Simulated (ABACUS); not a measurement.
Set up this calculation in ABACUS 3.10.1, as the native input.

- Task: relaxation of cell and atoms
- Functional: BLYP
- Potentials or basis: SG15 ONCV 1.2 PBE
- Cutoff: 1361 eV
- Density cutoff: 5442 eV
- Basis: DZP LCAO (the cutoffs set its grid)
- k mesh: 11 × 11 × 11
- Occupations: fermi-dirac, width 0.05 eV
- Spin: no spin polarisation
- Orbital files: Pt Pt_confined-atom_7au_3s2p2d1f.orb
- Max steps of the relaxation: 60
- Force threshold: 0.02 eV/Å
- Optimiser: cg
- Stress threshold: 1 kbar
- Radial cutoff of the potentials (pseudo_rcut): 10 bohr
- SCF threshold on the density: 1e-07
- Max SCF steps: 100
- Eigensolver: genelpa
- Mixing: broyden
- Mixing share: 0.7
- Symmetry key: 1
- Bands: 13

The system is Pt.

```
Pt
1.0
     0.00000    1.96090    1.96090
     1.96090    0.00000    1.96090
     1.96090    1.96090    0.00000
Pt
1
Cartesian
  0.0000 0.0000 0.0000
```

The input as run:

INPUT

```
INPUT_PARAMETERS
suffix              Pt
calculation         cell-relax
basis_type          lcao
pseudo_dir          ./
orbital_dir         ./
symmetry            1
dft_functional      GGA_X_B88+GGA_C_LYP
ecutwfc             100
pseudo_rcut         10
nspin               1
nbands              13
ks_solver           genelpa
smearing_method     fd
smearing_sigma      0.00367493
scf_thr             1e-07
scf_nmax            100
mixing_type         broyden
mixing_beta         0.7
cal_force           1
cal_stress          1
out_mul             1
relax_nmax          60
force_thr_ev        0.02
relax_method        cg
out_stru            1
stress_thr          1
```

STRU

```
ATOMIC_SPECIES
Pt 195.0840 Pt_ONCV_PBE-1.2.upf

NUMERICAL_ORBITAL
Pt_confined-atom_7au_3s2p2d1f.orb

LATTICE_CONSTANT
1.8897261246

LATTICE_VECTORS
0.0000000000 1.9609000000 1.9609000000
1.9609000000 0.0000000000 1.9609000000
1.9609000000 1.9609000000 0.0000000000

ATOMIC_POSITIONS
Cartesian

Pt
0.0
1
0.0000000000 0.0000000000 0.0000000000 1 1 1
```

KPT

```
K_POINTS
0
Gamma
11 11 11 0 0 0
```

Potentials or basis: SG15 ONCV 1.2 PBE, DZP LCAO (the cutoffs set its grid).

Run with:

```sh
$ OMP_NUM_THREADS=1 mpirun -np 4 abacus > log
```

Results of the run:

```
Relaxed volume                         : 16.79 Å³/atom
Relaxed cell                           : a = 2.874 Å, b = 2.874 Å, c = 2.874 Å, α = 60.00°, β = 60.00°, γ = 60.00°
Space group after relaxing (to 0.05 Å) : Fm-3m (No. 225)
Energy gained by relaxing              : 132.2 meV/atom
Ionic steps                            : 6
Pressure after relaxing                : 0.0 GPa
```

Caveat: the atomic orbitals were generated for these runs and aren't a published set; the potentials were made for another functional, which shifts forces and pressure; the volume moved by +11 % from the deposited cell, more than functionals usually miss; the basis of atomic orbitals isn't converged, which shifts pressures, moduli and gaps.

It took 24 s on 4 MPI ranks on AMD EPYC 7R13 Processor (Zen 3) (shared host), peak memory 0.4 GiB a rank.
